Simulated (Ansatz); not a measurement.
## An elastic constant from a strain scan in KI

All numbers below come from DFT r2SCAN, scalar-relativistic, plane waves, PAW in Ansatz 0.2.0. Cutoff 500 eV, Γ-centred 6×6×6 k-points, Gaussian smearing of 0.05 eV. No spin polarisation. Energies are free energies at this smearing, counted from the undisturbed cell; pressure is positive in compression.

Zero of the scan (as given, not relaxed at this level; it stands at 0.2 GPa):

```
CELL_PARAMETERS angstrom
0.00000 3.52455 3.52455
3.52455 0.00000 3.52455
3.52455 3.52455 0.00000
ATOMIC_POSITIONS crystal
K 0.00000 0.00000 0.00000
I 0.50000 0.50000 0.50000
```

The cell is strained by ε times the Voigt pattern (0, 0, 1, 0, 0, 0) (xx, yy, zz, yz, xz, xy; engineering shear) with fractional coordinates fixed. The cell holds 2 atoms in V0 = 87.57 Å³. The stress column is τ = (1/V0) dE/dε, got from the stress tensor σ (compression positive) at each point as −det(1 + εP) σ : P(1 + εP)⁻¹, with P the pattern as a tensor.

| ε | ΔE (meV/atom) | τ (GPa) |
| --- | --- | --- |
| -0.0400 | 11.410 | -2.003 |
| -0.0300 | 6.678 | -1.472 |
| -0.0200 | 3.307 | -1.005 |
| -0.0100 | 1.132 | -0.596 |
| 0.0000 | 0.000 | -0.239 |
| 0.0100 | -0.214 | 0.073 |
| 0.0200 | 0.363 | 0.343 |
| 0.0300 | 1.624 | 0.576 |
| 0.0350 | 2.483 | 0.679 |
| 0.0400 | ? | ? |

Problem. Which combination of elastic constants does this scan measure, and how large is it?

Solution. For small ε, τ = τ0 + Kε with K = pᵀCp, which for this pattern is C11 in the cubic axes. The parabola through τ at ε = -0.0100, 0 and 0.0100 has slope K = 33 GPa at zero. The energies per cell, E = NΔE, of the same two points give K = 2[E(ε₊)/ε₊ − E(ε₋)/ε₋]/[(ε₊ − ε₋)V0] = 34 GPa, in agreement.

Problem. Predict the withheld row at ε = 0.0400 from the harmonic law, and compare.

Solution. ΔE = V0(τ0 ε + Kε²/2)/N = 4.700 meV/atom and τ = 1.10 GPa. The calculation gives 3.478 meV/atom and 0.78 GPa: the energy lies 26 % below the harmonic value, as bonds soften when stretched.